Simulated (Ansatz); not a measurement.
# AlN: the cost of one run

Computed with Ansatz 0.2.0 (DFT PBE, scalar-relativistic, plane waves, PAW, unless a step's input says otherwise).

4 further runs of the same task are left out: 4 set aside as unsound or not needed. Runs told in other sessions of the task aren't counted.

## (1) The structure to begin with

The structure is cubic, space group F-43m (No. 216). The conventional cell has a = 4.403 Å, b = 4.403 Å, c = 4.403 Å, α = 90.00°, β = 90.00°, γ = 90.00°. Al (site symmetry -43m) has 4 N at 1.91 Å in its first shell of neighbours. N (site symmetry -43m) has 4 Al at 1.91 Å in its first shell of neighbours.

Coordinates:

```
CELL_PARAMETERS angstrom
2.20159 -2.20159 0.00000
2.20159 0.00000 -2.20159
8.80635 8.80635 8.80635
ATOMIC_POSITIONS crystal
Al 0.00000 0.00000 0.50000
Al 0.33333 0.33333 0.33333
Al 0.66667 0.66667 0.66667
Al 0.00000 0.00000 0.00000
Al 0.33333 0.33333 0.83333
Al 0.66667 0.66667 0.16667
N 0.66667 0.66667 0.54167
N 0.00000 0.00000 0.37500
N 0.33333 0.33333 0.70833
N 0.66667 0.66667 0.04167
N 0.00000 0.00000 0.87500
N 0.33333 0.33333 0.20833
```

It goes back to an entry of the Materials Project, which need not be the stable form.

It is built from the cell relaxed beforehand with the same method (10.67 Å³/atom).

## (2) Zero of energy

The cell is repeated 6 times, 12 atoms in all. The reference gives a free energy of -5545.2662 eV, pressure 0.00 GPa, largest force 0.000 eV/Å and gap on the mesh 3.31 eV. It was computed beforehand with the settings of the runs below.

## (3) The scan: sliding across a plane

The cut lies on the cell's a–b face, a (1 -1 1) plane of area 8.40 Å², between layers 1.91 Å apart (N below, Al above); the cell is 15.3 Å thick. Vector c is tilted by f times 1·a + 1·b (length 5.393 Å) with the atoms' Cartesian places fixed: one unrelaxed fault per cell.

## (4) Point f = 0.167

input.yaml reads:

```yaml
crystal:
  lattice:
    - [2.2015871003, -2.2015871003, 0.0]
    - [2.2015871003, 0.0, -2.2015871003]
    - [9.5403575404, 8.4393438316, 8.4393438316]
  atoms:
    - { symbol: Al, position: [0.93402014, -0.06597986, 0.3958] }
    - { symbol: Al, position: [0.2951368067, 0.2951368067, 0.2291333333] }
    - { symbol: Al, position: [0.5729034733, 0.5729034733, 0.5624666667] }
    - { symbol: Al, position: [0.85067014, 0.85067014, 0.8958] }
    - { symbol: Al, position: [0.2117868067, 0.2117868067, 0.7291333333] }
    - { symbol: Al, position: [0.6562534733, 0.6562534733, 0.0624666667] }
    - { symbol: "N", position: [0.5937409733, 0.5937409733, 0.4374666667] }
    - { symbol: "N", position: [0.95485764, -0.04514236, 0.2708] }
    - { symbol: "N", position: [0.2326243067, 0.2326243067, 0.6041333333] }
    - { symbol: "N", position: [0.5103909733, 0.5103909733, 0.9374666667] }
    - { symbol: "N", position: [-0.12849236, -0.12849236, 0.7708] }
    - { symbol: "N", position: [0.3159743067, 0.3159743067, 0.1041333333] }
basis:
  ecutwfc: 420
kpoints:
  mp_grid: { grid: [8, 8, 2] }
hamiltonian:
  xc: pbe
scf:
  occupations: { method: gaussian, width: 0.05 }
output:
  forces: true
  stress: true
  eigenvalues: true
```

On the command line:

```console
> ansatz run input.yaml --threads 2 --pin off --max-ram 5120MiB --backend cpu --events-out ev --progress --plain --runs-dir out
```

What time and memory should one allow on 2 threads of Arm Neoverse V2, shared host?

About 6.4 s, with a peak of 0.42 GiB.
